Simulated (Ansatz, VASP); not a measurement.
## W: VASP beside Ansatz

The input POSCAR:

```
W
1.0
   -1.5848038465      1.5848038465      1.5848038465
    1.5848038465     -1.5848038465      1.5848038465
    1.5848038465      1.5848038465     -1.5848038465
W
1
Direct
    0.0000000000      0.0000000000      0.0000000000
```

Contents of INCAR.step1:

```
PREC = Accurate
ENCUT = 520
ISMEAR = -1
SIGMA = 0.03
LREAL = False
LASPH = True
NELM = 80
NBANDS = 13
GGA = PE
ALGO = Normal
EDIFF = 1E-4
LWAVE = True
LCHARG = False
```

Contents of INCAR.step2:

```
PREC = Accurate
ENCUT = 520
EDIFF = 1E-7
ISMEAR = -1
SIGMA = 0.03
LREAL = False
LASPH = True
NELM = 80
ALGO = Normal
ISIF = 2
LWAVE = False
LCHARG = False
METAGGA = R2SCAN
LMIXTAU = True
NBANDS = 13
ISTART = 1
```

Contents of KPOINTS:

```
regular mesh
0
Gamma
  14 14 14
```

Input for Ansatz:

```yaml
crystal:
  lattice:
    - [-1.5848038465, 1.5848038465, 1.5848038465]
    - [1.5848038465, -1.5848038465, 1.5848038465]
    - [1.5848038465, 1.5848038465, -1.5848038465]
  atoms:
    - { symbol: W, position: [0.0, 0.0, 0.0] }
hamiltonian:
  xc: r2scan
  pseudopotentials:
    kind: paw
    azcp:
      W: "pseudopotentials/W.paw.azcp"
basis:
  ecutwfc: 500
  fft_grid_basis: typed
kpoints:
  mp_grid: { grid: [14, 14, 14], shift: [0, 0, 0] }
magnetization:
  spin_polarized: false
scf:
  occupations: { method: fermi_dirac, width: 0.03 }
  lower_state_search: "off"
output:
  stress: true
  write_density: true
  write_potential: true
  elf: true
  volumetric_format: npy
```

Alike in both runs: task single point; functional r2SCAN; k mesh 14 × 14 × 14; occupations fermi-dirac, width 0.03 eV; no spin polarisation.

|  | VASP | Ansatz |
| --- | --- | --- |
| version | VASP 6.6.1 | Ansatz 0.2.0 |
| potentials or method | VASP PAW PBE potentials, release 64 (W_sv) | plane waves (500 eV) with PAW, scalar-relativistic |
| plane-wave cutoff (eV) | 520 | 500 |
| valence electrons in the cell | 14 | 14 |

```tsv
	VASP	Ansatz	Ansatz less VASP
pressure (GPa)	1.4	0.2	-1.20
```

Caveats: the PAW data sets were made with another functional, which shifts forces and pressure a little (VASP). The runs have no spin-orbit coupling, so splittings on W are missing.
